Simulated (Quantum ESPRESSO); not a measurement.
# Sn (Im-3m) in Quantum ESPRESSO: convergence with wavefunction cutoff

Aim: find how far wavefunction cutoff must go before the results for Sn settle, at LDA. This setting moves, with any that are tied to it; all else stays.

Program: Quantum ESPRESSO 7.5. These are calculated values, not measurements. Logs are shortened: lines on timing, memory, paths and dates and some standing lists are left out, and cuts for length are marked.

## (1) The crystal as given

Symmetry: Im-3m, No. 229, cubic system. Conventional cell: a = 3.789 Å, b = 3.789 Å, c = 3.789 Å, α = 90.00°, β = 90.00°, γ = 90.00°. Around Sn (site symmetry m-3m) lie 8 Sn at 3.28 Å.

This isn't the form of Sn at room conditions, which is tetragonal (white tin).

## (2) With wavefunction cutoff 34 Ry

Input file pw.in:

```
&CONTROL
  calculation = 'scf'
  prefix = 'pwscf'
  outdir = './tmp'
  pseudo_dir = './pseudo'
  tprnfor = .true.
  tstress = .true.
  disk_io = 'nowf'
/
&SYSTEM
  ibrav = 0
  nat = 1
  ntyp = 1
  ecutwfc = 34
  nbnd = 18
  occupations = 'smearing'
  smearing = 'fd'
  degauss = 0.00999582
/
&ELECTRONS
  conv_thr = 2d-10
  electron_maxstep = 120
  mixing_beta = 0.5
/
ATOMIC_SPECIES
Sn   118.7100 Sn.upf
CELL_PARAMETERS angstrom
  -1.8946518192    1.8946518192    1.8946518192
   1.8946518192   -1.8946518192    1.8946518192
   1.8946518192    1.8946518192   -1.8946518192
ATOMIC_POSITIONS crystal
Sn     0.0000000000    0.0000000000    0.0000000000
K_POINTS automatic
10 10 10 0 0 0
```

Potentials or basis: PseudoDojo 0.4.1 SR LDA stringent.

On the command line:

```console
OMP_NUM_THREADS=1 pw.x -in pw.in > pw.out
```

pw.out:

```text
This program is part of the open-source Quantum ESPRESSO suite
     for quantum simulation of materials; please cite
[... 9 lines left out ...]
     --------------------
     sticks:   dense  smooth     PW     G-vecs:    dense   smooth      PW
     Sum         395     395    159                 4921     4921    1253

     Using Slab Decomposition

     bravais-lattice index     =            0
     lattice parameter (alat)  =       6.2014  a.u.
     unit-cell volume          =     183.5882 (a.u.)^3
     number of atoms/cell      =            1
     number of atomic types    =            1
     number of electrons       =        22.00
     number of Kohn-Sham states=           18
     kinetic-energy cutoff     =      34.0000  Ry
     charge density cutoff     =     136.0000  Ry
     scf convergence threshold =      2.0E-10
     mixing beta               =       0.5000
     number of iterations used =            8  plain     mixing
     Exchange-correlation= SLA  PW   NOGX NOGC
                           (   1   4   0   0   0   0   0)

     celldm(1)=   6.201388  celldm(2)=   0.000000  celldm(3)=   0.000000
     celldm(4)=   0.000000  celldm(5)=   0.000000  celldm(6)=   0.000000

     crystal axes: (cart. coord. in units of alat)
               a(1) = (  -0.577350   0.577350   0.577350 )
               a(2) = (   0.577350  -0.577350   0.577350 )
               a(3) = (   0.577350   0.577350  -0.577350 )

     reciprocal axes: (cart. coord. in units 2 pi/alat)
               b(1) = ( -0.000000  0.866025  0.866025 )
               b(2) = (  0.866025 -0.000000  0.866025 )
               b(3) = (  0.866025  0.866025  0.000000 )

     PseudoPot. # 1 for Sn read from file:
     Sn.upf
     Pseudo is Norm-conserving + core correction, Zval = 22.0
     Generated using ONCVPSP code by D. R. Hamann
     Using radial grid of 1608 points,  6 beta functions with:
                l(1) =   0
                l(2) =   0
                l(3) =   1
                l(4) =   1
                l(5) =   2
                l(6) =   2

     atomic species   valence    mass     pseudopotential
     Sn               22.00   118.71000     Sn( 1.00)

     48 Sym. Ops., with inversion, found

   Cartesian axes

     site n.     atom                  positions (alat units)
         1        Sn     tau(   1) = (   0.0000000   0.0000000   0.0000000  )

     number of k points=    47  Fermi-Dirac smearing, width (Ry)=  0.0100
                       cart. coord. in units 2pi/alat
        k(    1) = (   0.0000000   0.0000000   0.0000000), wk =   0.0020000
        k(    2) = (   0.0866025   0.0866025   0.0000000), wk =   0.0240000
        k(    3) = (   0.1732051   0.1732051   0.0000000), wk =   0.0240000
        k(    4) = (   0.2598076   0.2598076   0.0000000), wk =   0.0240000
        k(    5) = (   0.3464102   0.3464102   0.0000000), wk =   0.0240000
        k(    6) = (  -0.4330127  -0.4330127   0.0000000), wk =   0.0120000
[... 39 lines left out ...]
        k(   46) = (  -0.8660254  -0.0866025  -0.0866025), wk =   0.0240000
        k(   47) = (  -0.8660254  -0.8660254  -0.8660254), wk =   0.0020000

     Dense  grid:     4921 G-vectors     FFT dimensions: (  24,  24,  24)

     Check: negative core charge=   -0.000045

     Initial potential from superposition of free atoms

     starting charge      21.9988, renormalised to      22.0000
     Starting wfcs are   13 randomized atomic wfcs +    5 random wfcs

     Self-consistent Calculation

     iteration #  1     ecut=    34.00 Ry     beta= 0.50
     Davidson diagonalization with overlap
     ethr =  1.00E-02,  avg # of iterations =  6.2

     total energy              =    -437.47193866 Ry
     estimated scf accuracy    <       1.21881521 Ry

     iteration #  2     ecut=    34.00 Ry     beta= 0.50
     Davidson diagonalization with overlap
     ethr =  5.54E-03,  avg # of iterations =  2.0
[... 36 lines left out ...]
     total energy              =    -437.67249061 Ry
     estimated scf accuracy    <          6.5E-09 Ry

     iteration #  8     ecut=    34.00 Ry     beta= 0.50
     Davidson diagonalization with overlap
     ethr =  2.95E-11,  avg # of iterations =  2.0

     End of self-consistent calculation

          k = 0.0000 0.0000 0.0000 (   627 PWs)   bands (ev):

  -123.8264 -80.1498 -80.1498 -80.1498  -7.7782  -7.7782  -7.7782  -7.6454
    -7.6454   1.7234  19.9141  19.9141  19.9141  25.4539  25.4539  25.4539
    26.4743  26.4743

          k = 0.0866 0.0866 0.0000 (   617 PWs)   bands (ev):

  -123.7570 -80.1055 -80.0857 -80.0708  -7.6703  -7.5645  -7.5274  -7.4105
    -7.2839   1.9459  18.4876  19.3116  19.7240  23.8831  24.4023  25.1212
    27.0911  27.4383
[... 13 lines left out ...]
          k = 0.3464 0.3464 0.0000 (   616 PWs)   bands (ev):

  -123.7392 -80.1043 -80.0306 -80.0250  -7.8390  -7.2754  -7.2700  -7.2588
    -7.2008   5.0925   9.9520  16.2055  18.0544  21.4514  22.1510  27.0395
    28.7321  33.1092

          k =-0.4330-0.4330 0.0000 (   614 PWs)   bands (ev):

  -123.7256 -80.0923 -80.0505 -79.9872  -7.8392  -7.3161  -7.2679  -7.1442
    -7.0580   6.2771   8.3510  15.9378  17.8867  21.3518  21.9975  27.7361
    29.1449  32.1474

          k = 0.1732 0.0866 0.0866 (   619 PWs)   bands (ev):

  -123.7700 -80.1190 -80.1147 -80.0564  -7.6596  -7.6110  -7.5089  -7.4626
    -7.3800   2.3681  16.6636  18.1180  19.0299  23.5044  23.6524  25.3334
    27.3621  28.2216
[... 91 lines left out ...]
          k = 0.5196 0.3464 0.3464 (   616 PWs)   bands (ev):

  -123.7340 -80.0427 -80.0402 -80.0402  -7.6088  -7.3752  -7.3752  -7.1388
    -7.1388   7.2221  10.5501  10.5501  14.4279  26.7269  28.0907  28.0907
    31.6679  31.6679

          k =-0.0000-0.1732 0.3464 (   608 PWs)   bands (ev):

  -123.6881 -80.0463 -80.0236 -79.9811  -7.3587  -7.3217  -7.2930  -7.0961
    -7.0558   3.8703  12.7995  16.3306  17.6834  22.1045  23.5549  24.3772
    29.8001  30.7970

          k = 0.0866-0.0866 0.3464 (   606 PWs)   bands (ev):

  -123.6764 -80.0392 -80.0302 -79.9583  -7.4373  -7.3544  -7.1528  -7.0647
    -6.9667   3.6611  14.0231  15.5573  17.7908  21.5612  23.6222  26.1577
    28.1739  30.1041
[... 49 lines left out ...]
          k = 0.0000 0.0000 0.3464 (   611 PWs)   bands (ev):

  -123.7130 -80.0760 -80.0760 -79.9847  -7.5646  -7.4251  -7.2075  -7.2067
    -7.2067   3.4390  15.6617  16.2075  16.2075  20.5182  25.9164  25.9164
    27.5369  28.6961

          k =-0.0000-0.0866 0.4330 (   613 PWs)   bands (ev):

  -123.7220 -80.0722 -80.0523 -80.0112  -7.5689  -7.4533  -7.3748  -7.1777
    -7.0486   4.4963  13.2597  15.1256  16.0311  20.1379  25.7110  25.9157
    27.5379  29.5112

          k = 0.0000-0.1732 0.5196 (   612 PWs)   bands (ev):

  -123.7127 -80.0857 -80.0424 -79.9667  -7.6639  -7.3432  -7.2625  -7.1558
    -6.9460   5.9099  10.7541  14.4001  15.9171  20.8436  24.8082  25.2453
    25.9359  32.3266
[... 19 lines left out ...]
          k =-0.6928-0.1732-0.1732 (   616 PWs)   bands (ev):

  -123.7365 -80.0835 -80.0835 -79.9621  -7.5818  -7.5818  -7.1917  -7.1917
    -7.0804   7.8476  10.7665  10.7665  16.6704  21.0345  21.0345  24.8225
    31.9586  32.1376

          k =-0.0000-0.0000 0.5196 (   607 PWs)   bands (ev):

  -123.6798 -80.0591 -80.0591 -79.8871  -7.6298  -7.3590  -7.0441  -6.8970
    -6.8970   5.5291  13.7751  14.0540  14.0540  18.7610  24.6506  28.2088
    28.2088  28.8159

          k = 0.0000-0.0866 0.6062 (   617 PWs)   bands (ev):

  -123.7441 -80.0946 -80.0903 -79.9677  -7.7883  -7.4440  -7.2871  -7.2687
    -6.9740   6.8803  11.6488  13.3090  14.3558  18.7176  22.2089  27.9410
    28.4439  31.4022
[... 25 lines left out ...]
          k =-0.8660-0.8660-0.8660 (   610 PWs)   bands (ev):

  -123.6904 -79.9956 -79.9956 -79.9956  -7.4711  -7.4711  -6.9346  -6.9346
    -6.9346   9.9458  12.1036  12.1036  12.1036  17.4252  17.4252  31.6698
    33.7009  33.7009

     the Fermi energy is    12.6481 ev

!    total energy              =    -437.67249061 Ry
     estimated scf accuracy    <          1.4E-11 Ry
     smearing contrib. (-TS)   =      -0.00317445 Ry
     internal energy E=F+TS    =    -437.66931616 Ry

     The total energy is F=E-TS. E is the sum of the following terms:
     one-electron contribution =    -270.60768919 Ry
     hartree contribution      =     131.15566601 Ry
     xc contribution           =     -52.23887532 Ry
     ewald contribution        =    -245.97841766 Ry

     convergence has been achieved in   8 iterations

     Forces acting on atoms (cartesian axes, Ry/au):

     atom    1 type  1   force =     0.00000000    0.00000000    0.00000000

     Total force =     0.000000     Total SCF correction =     0.000000

     Computing stress (Cartesian axis) and pressure

          total   stress  (Ry/bohr**3)                   (kbar)     P=   -10106.82
  -0.06870480   0.00000000   0.00000000       -10106.82        0.00        0.00
   0.00000000  -0.06870480   0.00000000            0.00   -10106.82        0.00
   0.00000000   0.00000000  -0.06870480            0.00        0.00   -10106.82

=------------------------------------------------------------------------------=
   JOB DONE.
=------------------------------------------------------------------------------=
```

Run time: 6.9 s. Hardware: 1 thread of Arm Neoverse V1, shared host; peak memory 0.05 GiB.

What came out:

```
Free energy            : -5954.8376 eV
Pressure               : -1010.7 GPa
Band gap on the k mesh : none (metal or under the smearing width)
```

## (3) With wavefunction cutoff 43 Ry

Edit pw.in of step 2 so:

```diff
@@ -13,3 +13,3 @@
   ntyp = 1
-  ecutwfc = 34
+  ecutwfc = 43
   nbnd = 18
```

Potentials or basis: PseudoDojo 0.4.1 SR LDA stringent.

On the command line:

```console
OMP_NUM_THREADS=1 pw.x -in pw.in > pw.out
```

Run time: 7.3 s. Hardware: 1 thread of Arm Neoverse V1, shared host; peak memory 0.05 GiB.

What came out:

```
Free energy            : -5999.5771 eV
Pressure               : -524.7 GPa
Band gap on the k mesh : none (metal or under the smearing width)
```

## (4) With wavefunction cutoff 52 Ry

Edit pw.in of step 3 so:

```diff
@@ -13,3 +13,3 @@
   ntyp = 1
-  ecutwfc = 43
+  ecutwfc = 52
   nbnd = 18
```

On the command line:

```console
OMP_NUM_THREADS=1 pw.x -in pw.in > pw.out
```

Run time: 12 s. Hardware: 1 thread of Arm Neoverse V1, shared host; peak memory 0.05 GiB.

Results:

* Free energy: -6017.5968 eV
* Pressure: -246.3 GPa
* Band gap on the k mesh: none (metal or under the smearing width)

## (5) With wavefunction cutoff 60 Ry

Edit pw.in of step 4 so:

```diff
@@ -13,3 +13,3 @@
   ntyp = 1
-  ecutwfc = 52
+  ecutwfc = 60
   nbnd = 18
```

On the command line:

```console
OMP_NUM_THREADS=1 pw.x -in pw.in > pw.out
```

Wall time 11 s (1 thread of Arm Neoverse V1, shared host); peak memory 0.05 GiB.

What came out:

```
Free energy            : -6023.8048 eV
Pressure               : -112.1 GPa
Band gap on the k mesh : none (metal or under the smearing width)
```

## (6) With wavefunction cutoff 69 Ry

Edit pw.in of step 5 so:

```diff
@@ -13,3 +13,3 @@
   ntyp = 1
-  ecutwfc = 60
+  ecutwfc = 69
   nbnd = 18
```

Potentials or basis: PseudoDojo 0.4.1 SR LDA stringent.

On the command line:

```console
OMP_NUM_THREADS=1 pw.x -in pw.in > pw.out
```

It took 24 s on 1 thread of Arm Neoverse V1, shared host; peak memory 0.06 GiB.

Results (log left out):

```
Free energy            : -6026.2448 eV
Pressure               : -40.2 GPa
Band gap on the k mesh : none (metal or under the smearing width)
```

## (7) With wavefunction cutoff 77 Ry

Edit pw.in of step 6 so:

```diff
@@ -13,3 +13,3 @@
   ntyp = 1
-  ecutwfc = 69
+  ecutwfc = 77
   nbnd = 18
```

On the command line:

```console
OMP_NUM_THREADS=1 pw.x -in pw.in > pw.out
```

Run time: 23 s. Hardware: 1 thread of Arm Neoverse V1, shared host; peak memory 0.06 GiB.

The run converged. Its results:

| Property | Result |
| --- | --- |
| Free energy | -6026.8781 eV |
| Pressure | -14.8 GPa |
| Band gap on the k mesh | none (metal or under the smearing width) |

## (8) With wavefunction cutoff 86 Ry

Edit pw.in of step 7 so:

```diff
@@ -13,3 +13,3 @@
   ntyp = 1
-  ecutwfc = 77
+  ecutwfc = 86
   nbnd = 18
```

On the command line:

```console
OMP_NUM_THREADS=1 pw.x -in pw.in > pw.out
```

Wall time 27 s (1 thread of Arm Neoverse V1, shared host); peak memory 0.07 GiB.

The run converged. Its results:

* Free energy: -6027.0498 eV
* Pressure: -5.4 GPa
* Band gap on the k mesh: none (metal or under the smearing width)

## (9) With wavefunction cutoff 103 Ry

Edit pw.in of step 8 so:

```diff
@@ -13,3 +13,3 @@
   ntyp = 1
-  ecutwfc = 86
+  ecutwfc = 103
   nbnd = 18
```

Potentials or basis: PseudoDojo 0.4.1 SR LDA stringent.

On the command line:

```console
OMP_NUM_THREADS=1 pw.x -in pw.in > pw.out
```

Run time: 43 s. Hardware: 1 thread of Arm Neoverse V1, shared host; peak memory 0.09 GiB.

It converged, with:

| Property | Result |
| --- | --- |
| Free energy | -6027.0773 eV |
| Pressure | -3.1 GPa |
| Band gap on the k mesh | none (metal or under the smearing width) |

## (10) With wavefunction cutoff 129 Ry

Edit pw.in of step 9 so:

```diff
@@ -13,3 +13,3 @@
   ntyp = 1
-  ecutwfc = 103
+  ecutwfc = 129
   nbnd = 18
```

On the command line:

```console
OMP_NUM_THREADS=1 pw.x -in pw.in > pw.out
```

Wall time 48 s (1 thread of Arm Neoverse V1, shared host); peak memory 0.12 GiB.

The run converged. Its results:

- Free energy: -6027.0781 eV
- Pressure: -3.1 GPa
- Band gap on the k mesh: none (metal or under the smearing width)

## (11) The series at a glance

```
wavefunction cutoff  energy less the tightest run, at zero smearing (meV/atom)  pressure (GPa)  SCF cycles  CPU time (s)  peak memory (GiB)
              34 Ry                                                   72240.40        -1010.68           8           6.9               0.05
              43 Ry                                                   27500.97         -524.73           8           7.2               0.05
              52 Ry                                                    9481.26         -246.34           7            12               0.05
              60 Ry                                                    3273.31         -112.14           7            11               0.05
              69 Ry                                                     833.33          -40.23           8            24               0.06
              77 Ry                                                     200.02          -14.78           7            23               0.06
              86 Ry                                                      28.27           -5.38           7            27               0.07
             103 Ry                                                       0.79           -3.06           7            43               0.09
             129 Ry                                                       0.00           -3.05           7            48               0.12
```

Against the tightest run, the energy stays within 1 meV/atom from 103 Ry on; the pressure stays within 0.1 GPa from 103 Ry on. The tightest run that finished is the yardstick and may itself not be fully converged.
